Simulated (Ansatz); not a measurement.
# BN: the cost of one run

Method: DFT PBEsol, scalar-relativistic, in Ansatz 0.2.0.

**1. The system as given**

Symmetry: P6_3/mmc, No. 194, hexagonal system. The conventional cell has a = 2.504 Å, b = 2.504 Å, c = 6.661 Å, α = 90.00°, β = 90.00°, γ = 120.00°. B (site symmetry -6m2) is surrounded by 3 N at 1.45 Å. Around N (site symmetry -6m2) lie 3 B at 1.45 Å.

Structure file:

```cif
data_structure
_symmetry_space_group_name_H-M 'P6_3/mmc'
_symmetry_Int_Tables_number 194
_cell_length_a 2.5040
_cell_length_b 2.5040
_cell_length_c 6.6612
_cell_angle_alpha 90.000
_cell_angle_beta 90.000
_cell_angle_gamma 120.000
_cell_volume 36.17
loop_
_atom_site_label
_atom_site_type_symbol
_atom_site_symmetry_multiplicity
_atom_site_Wyckoff_symbol
_atom_site_fract_x
_atom_site_fract_y
_atom_site_fract_z
_atom_site_occupancy
B1 B 2 c 0.33333 0.66667 0.25000 1
N1 N 2 d 0.33333 0.66667 0.75000 1
```

The file gives the conventional cell by its symmetry; the runs use the cell typed in the input.

Atoms are numbered in the order of the input: B1, B2, N3, N4.

**2. Volume × 0.96, LAPW**

Input file input.yaml:

```yaml
crystal:
  lattice:
    - [2.4701498301, 0.0, 0.0]
    - [-1.2350749151, 2.139212504, 0.0]
    - [0.0, 0.0, 6.5711727478]
  atoms:
    - { symbol: B, position: [0.3333333333, 0.6666666667, 0.25] }
    - { symbol: B, position: [0.6666666667, 0.3333333333, 0.75] }
    - { symbol: "N", position: [0.3333333333, 0.6666666667, 0.75] }
    - { symbol: "N", position: [0.6666666667, 0.3333333333, 0.25] }
kpoints:
  mp_grid: { grid: [11, 11, 4] }
  band_path:
    path:
      - [0.0, 0.0, 0.0]
      - [0.5, 0.0, 0.0]
      - [0.3333333333, 0.3333333333, 0.0]
      - [0.0, 0.0, 0.0]
      - [0.0, 0.0, 0.5]
      - [0.5, 0.0, 0.5]
      - [0.3333333333, 0.3333333333, 0.5]
      - [0.0, 0.0, 0.5]
      - [0.5, 0.0, 0.5]
    npoints: 5
scf:
  occupations: { method: fermi_dirac, width: 0.02 }
hamiltonian:
  xc: pbesol
  pseudopotentials: { kind: all_electron, lapw: { basis_error: 0.001 } }
output:
  forces: true
  stress: true
  eigenvalues: true
```

Run with:

```
ansatz run input.yaml --threads 1 --pin off --max-ram 6144MiB --backend cpu --events-out ev --progress --plain --runs-dir out
```

What time and memory should one allow on 1 thread of Arm Neoverse V2, shared host?

About 19 s, with a peak of 0.38 GiB.
